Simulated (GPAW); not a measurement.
Write an ASE script for GPAW 26.7.0 that does the following.

| Item | Value |
| --- | --- |
| Task | single point |
| Functional | HSE03 |
| Potentials or basis | GPAW PAW data sets (gpaw-data 1.2.1) |
| Cutoff | 450 eV |
| Basis | pw |
| k mesh | 3 × 3 × 3 |
| Occupations | fermi-dirac, width 0.05 eV |
| Spin | no spin polarisation |
| Ranks | 4 |
| Maxiter | 60 |

TePb:

```
CELL_PARAMETERS angstrom
0.00000 3.23100 3.23100
3.23100 0.00000 3.23100
3.23100 3.23100 0.00000
ATOMIC_POSITIONS crystal
Pb 0.00000 0.00000 0.00000
Te 0.50000 0.50000 0.50000
```

These files were run (other wordings do the same):

run.py

```python
from ase.dft.bandgap import bandgap
from ase.io import write
from ase.spacegroup import crystal
from ase.parallel import parprint
from gpaw import GPAW, PW

# Pb 4a
# Te 4b
atoms = crystal(['Pb', 'Te'],
                basis=[[0.0, 0.0, 0.0],
                       [0.5, 0.0, 0.0]],
                spacegroup=225, setting=1,  # Fm-3m
                cellpar=[6.462, 6.462, 6.462, 90.0, 90.0, 90.0],
                primitive_cell=True)

calc = GPAW(mode=PW(450),
            xc='HSE03',
            kpts={'size': (3, 3, 3), 'gamma': True},
            occupations={'name': 'fermi-dirac', 'width': 0.05},
            nbands=15,
            convergence={'density': 1e-05, 'energy': 1e-05},
            maxiter=60,
            txt='gpaw.txt')
atoms.calc = calc
energy = atoms.get_potential_energy()
forces = atoms.get_forces()
calc.write('gs.gpw')
write('result.traj', atoms)
parprint(f'Energy: {energy:.6f} eV')
parprint('Forces (eV/A):')
parprint(forces.round(4))
parprint('Fermi level:', round(calc.get_fermi_level(), 4), 'eV')
parprint(f'Gap: {bandgap(calc)[0]:.4f} eV, direct: {bandgap(calc, direct=True)[0]:.4f} eV')
```

Potentials or basis: GPAW PAW data sets (gpaw-data 1.2.1), pw.

The run is started by

```console
$ OMP_NUM_THREADS=1 mpirun -n 4 gpaw python run.py
```

Run time: 2.6 min on 4 MPI ranks on Arm Neoverse V2 (shared host), peak memory 0.19 GiB a rank.
